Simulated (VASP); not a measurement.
Runs of VASP 6.6.1 on Pt. The structure is hexagonal, space group P6_3/mmc (No. 194). Conventional cell: a = 2.774 Å, b = 2.774 Å, c = 4.531 Å, α = 90.00°, β = 90.00°, γ = 120.00°. Pt (site symmetry -6m2) is surrounded by 12 Pt at 2.77 Å. This isn't the form of Pt at room conditions, which is fcc.

| task | level | potentials or basis | cell | cutoff (eV) | gap on the mesh (eV) | pressure (GPa) | relaxed volume (Å³/atom) |
| --- | --- | --- | --- | --- | --- | --- | --- |
| relaxation of cell and atoms | LDA | VASP PAW LDA potentials, release 64 (Pt) | relaxed | 600 | none | 0.0 | 14.89 |
| relaxation of cell and atoms | PBE+D3(BJ) | VASP PAW PBE potentials, release 64 (Pt) | relaxed | 600 | none | 0.0 | 15.23 |
| relaxation of cell and atoms | PBEsol | VASP PAW PBE potentials, release 64 (Pt) | relaxed | 600 | none | 0.0 | (a) |
| relaxation of cell and atoms | PBEsol | VASP PAW PBE potentials, release 64 (Pt) | relaxed | 300 | none | 0.0 | (b) |
| single point | PBEsol | VASP PAW PBE potentials, release 64 (Pt) | as given | 520 | none | 0.1 | - |

Alike in all rows: no spin polarisation; k mesh 18 × 18 × 10; smearing gaussian 0.1 eV.

Estimate the missing entries.

(a) 15.12; (b) 15.08.

Caveats: the PAW data sets were made with another functional, which shifts forces and pressure a little (some runs); pairwise dispersion overbinds metals, which lowers pressure and volume (some runs).

A k mesh can miss the band edges, and the runs leave out spin-orbit coupling on Pt.

A gap of «none» marks a metal or a gap under the smearing width.
